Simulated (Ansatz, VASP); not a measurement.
## GaN: VASP beside Ansatz

```
Ga N
1.0
     3.21842    0.00000    0.00000
    -1.60921    2.78724    0.00000
     0.00000    0.00000    5.24303
Ga N
2 2
Direct
  0.33333 0.66667 0.99913
  0.66667 0.33333 0.49913
  0.33333 0.66667 0.37587
  0.66667 0.33333 0.87587
```

Alike in both runs: functional PBE; k mesh 10 × 10 × 6; occupations gaussian, width 0.05 eV; no spin polarisation.

Ansatz relaxed the structure, and its values are those at the end. VASP's run is a single point on that final structure, the one shown.

|  | VASP | Ansatz |
| --- | --- | --- |
| version | VASP 6.6.1 | Ansatz 0.2.0 |
| potentials or method | VASP PAW PBE potentials, release 64 (Ga_d, N) | scalar-relativistic, plane waves, PAW |
| plane-wave cutoff (eV) | 520 | 420 |
| valence electrons in the cell | 36 | 36 |

```tsv
	VASP	Ansatz	Ansatz less VASP
gap on the k mesh at the Fermi level (eV)	1.72	1.71	-0.006
least direct gap on the mesh (eV)	1.72	1.71	-0.006
pressure (GPa)	0.1	0.0	-0.12
```

The functional is the same, so the differences come from potentials, cutoffs and numerics.

A hybrid or GW would open this gap; PBE tends to underestimate it.
